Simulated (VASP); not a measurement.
A run of VASP 6.6.1:

The input INCAR:

```
PREC = Accurate
ENCUT = 600
EDIFF = 1E-7
ISMEAR = 0
SIGMA = 0.05
LREAL = Auto
LASPH = T
NELM = 120
ALGO = Fast
ISIF = 2
LWAVE = F
LCHARG = F
GGA = PE
NBANDS = 126
NCORE = 1
KPAR = 2
```

Contents of KPOINTS:

```
regular mesh
0
Gamma
  2 2 2
```

POSCAR

```
Si
1.0
    0.0000000000      8.1655535595      8.1655535595
    8.1655535595      0.0000000000      8.1655535595
    8.1655535595      8.1655535595      0.0000000000
Si
54
Direct
    0.1666666667      0.1666666667      0.1666666667
    0.1666666667      0.1666666667      0.5000000000
    0.1666666667      0.1666666667      0.8333333333
    0.1666666667      0.5000000000      0.1666666667
    0.1666666667      0.5000000000      0.5000000000
    0.1666666667      0.5000000000      0.8333333333
    0.1666666667      0.8333333333      0.1666666667
    0.1666666667      0.8333333333      0.5000000000
    0.1666666667      0.8333333333      0.8333333333
    0.5000000000      0.1666666667      0.1666666667
    0.5000000000      0.1666666667      0.5000000000
    0.5000000000      0.1666666667      0.8333333333
    0.5000000000      0.5000000000      0.1666666667
    0.5000000000      0.5000000000      0.5000000000
    0.5000000000      0.5000000000      0.8333333333
    0.5000000000      0.8333333333      0.1666666667
    0.5000000000      0.8333333333      0.5000000000
    0.5000000000      0.8333333333      0.8333333333
    0.8333333333      0.1666666667      0.1666666667
    0.8333333333      0.1666666667      0.5000000000
    0.8333333333      0.1666666667      0.8333333333
    0.8333333333      0.5000000000      0.1666666667
    0.8333333333      0.5000000000      0.5000000000
    0.8333333333      0.5000000000      0.8333333333
    0.8333333333      0.8333333333      0.1666666667
    0.8333333333      0.8333333333      0.5000000000
    0.8333333333      0.8333333333      0.8333333333
    0.2500000000      0.2500000000      0.2500000000
    0.2500000000      0.2500000000      0.5833333333
    0.2500000000      0.2500000000      0.9166666667
    0.2500000000      0.5833333333      0.2500000000
    0.2500000000      0.5833333333      0.5833333333
    0.2500000000      0.5833333333      0.9166666667
    0.2500000000      0.9166666667      0.2500000000
    0.2500000000      0.9166666667      0.5833333333
    0.2500000000      0.9166666667      0.9166666667
    0.5833333333      0.2500000000      0.2500000000
    0.5833333333      0.2500000000      0.5833333333
    0.5833333333      0.2500000000      0.9166666667
    0.5833333333      0.5833333333      0.2500000000
    0.5833333333      0.5833333333      0.5833333333
    0.5833333333      0.5833333333      0.9166666667
    0.5833333333      0.9166666667      0.2500000000
    0.5833333333      0.9166666667      0.5833333333
    0.5833333333      0.9166666667      0.9166666667
    0.9166666667      0.2500000000      0.2500000000
    0.9166666667      0.2500000000      0.5833333333
    0.9166666667      0.2500000000      0.9166666667
    0.9166666667      0.5833333333      0.2500000000
    0.9166666667      0.5833333333      0.5833333333
    0.9166666667      0.5833333333      0.9166666667
    0.9166666667      0.9166666667      0.2500000000
    0.9166666667      0.9166666667      0.5833333333
    0.9166666667      0.9166666667      0.9166666667
```

Potentials or basis: VASP PAW PBE potentials, release 64 (Si).

The run is started by

```console
$ cat potpaw_PBE.64/Si/POTCAR > POTCAR
$ mpirun -np 4 vasp_std > vasp.out
```

Hardware: 4 MPI ranks on Intel(R) Xeon(R) Platinum 8488C (Sapphire Rapids), with other jobs on the host.

Problem. Estimate the wall time of this run.

Solution. Wall time 7.4 min on 4 MPI ranks on Intel(R) Xeon(R) Platinum 8488C (Sapphire Rapids), with other jobs on the host, peak memory 1 GiB a rank. Counts: scf iterations 21, k points 3.
